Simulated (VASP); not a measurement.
**PbTe in VASP: how settings move the PBE single point**

Aim: see what changed inputs do to the PBE single point of PbTe (rocksalt), under -4.0 % biaxial strain in x and y, free along z.

Code: VASP 6.6.1. PAW datasets, plane waves. Computed at 0 K without zero-point motion; spin polarisation is off.

### 1 Starting point

The cell comes from an earlier relaxation with r2SCAN in another program, then strained, with the atoms relaxed again.

Space group I4/mmm (No. 139), tetragonal; conventional cell a = 4.437 Å, c = 6.565 Å, 32.30 Å³ an atom. Near Pb stand 6 Te at 3.14–3.28 Å; near Te stand 6 Pb at 3.14–3.28 Å.

As a file:

```xyz
2
Lattice="0.0000 3.1371 3.2825 3.1371 0.0000 3.2825 3.1371 3.1371 0.0000" Properties=species:S:1:pos:R:3 pbc="T T T"
Pb    0.0000    0.0000    0.0000
Te    3.1371    3.1371    3.2825
```

### 2 The reference run

INCAR reads:

```
ENCUT = 520.000000
SIGMA = 0.020000
EDIFF = 1.00e-07
GGA = PE
PREC = Accurate
IBRION = -1
ISIF = 2
ISMEAR = -1
NBANDS = 17
NELM = 120
NSW = 0
LASPH = .TRUE.
LCHARG = .FALSE.
LWAVE = .FALSE.
LREAL = .FALSE.
```

KPOINTS reads:

```
KPOINTS created by Atomic Simulation Environment
0
Gamma
8 8 8
0 0 0
```

POSCAR reads:

```
Pb Te
 1.0000000000000000
     0.0000000000000000    3.1371233748999998    3.2824757152999999
     3.1371233748999998    0.0000000000000000    3.2824757152999999
     3.1371233748999998    3.1371233748999998    0.0000000000000000
 Pb  Te
   1   1
Cartesian
  0.0000000000000000  0.0000000000000000  0.0000000000000000
  3.1371233748999998  3.1371233748999998  3.2824757152999999
```

A file KPOINTS_OPT adds named points for the levels; it doesn't enter the self-consistent loop.

Potentials: the recommended PBE PAW datasets, 20 valence electrons.

On the command line:

```sh
$ mpirun -np 1 vasp_std
```

### 3 Altered input 1

INCAR reads:

```
ENCUT = 520.000000
EDIFF = 1.00e-07
GGA = PE
PREC = Accurate
IBRION = -1
ISIF = 2
NBANDS = 17
NELM = 120
NSW = 0
LASPH = .TRUE.
LCHARG = .FALSE.
LWAVE = .FALSE.
LREAL = .FALSE.
ISMEAR = -5
SIGMA = 0.1
NELECT = 19.9
```

KPOINTS is that of step 2.

POSCAR is that of step 2.

### 4 Altered input 2

INCAR: that of step 2 with these lines changed.

```diff
@@ -3,3 +3,2 @@
 EDIFF = 1.00e-07
-GGA = PE
 PREC = Accurate
@@ -15 +14,2 @@
 LREAL = .FALSE.
+METAGGA = TPSS
```

KPOINTS is that of step 2.

POSCAR is that of step 2.

### 5 Altered input 3

INCAR: that of step 2 with these lines changed.

```diff
@@ -9,3 +9,2 @@
 NBANDS = 17
-NELM = 120
 NSW = 0
@@ -15 +14,6 @@
 LREAL = .FALSE.
+NELM = 95
+LDAU = .TRUE.
+LDAUTYPE = 2
+LDAUL = 2 2 2
+LDAUU = 4 4 4
```

KPOINTS is that of step 2.

POSCAR is that of step 2.

Before running it: what results should come out? Wanted: for each run, changed; ending; energy change; pressure; electronic steps; usable.

**Answer**, as computed:

| run | changed | ending | energy change (meV/atom) | pressure (GPa) | gap on the mesh (eV; negative: overlap) | electronic steps | time | usable |
| --- | --- | --- | --- | --- | --- | --- | --- | --- |
| ref. | – | converged | 0 | 4.7 | 0.52 | 15 | 93 s | yes |
| 1 | ISMEAR = -5, SIGMA = 0.1, NELECT = 19.9 | converged | – | 1.3 | – | 17 | 88 s | no |
| 2 | METAGGA = TPSS | converged | – | 4.3 | 0.57 | 17 | 4.5 min | yes |
| 3 | LDAU = .TRUE., LDAUTYPE = 2, LDAUL = 2 2 2, LDAUU = 4 4 4 | converged | – | 4.5 | 0.60 | 15 | 79 s | no |

Of 3 altered inputs, 2 ended normally on a faulty or unsound input, 1 gave usable results.
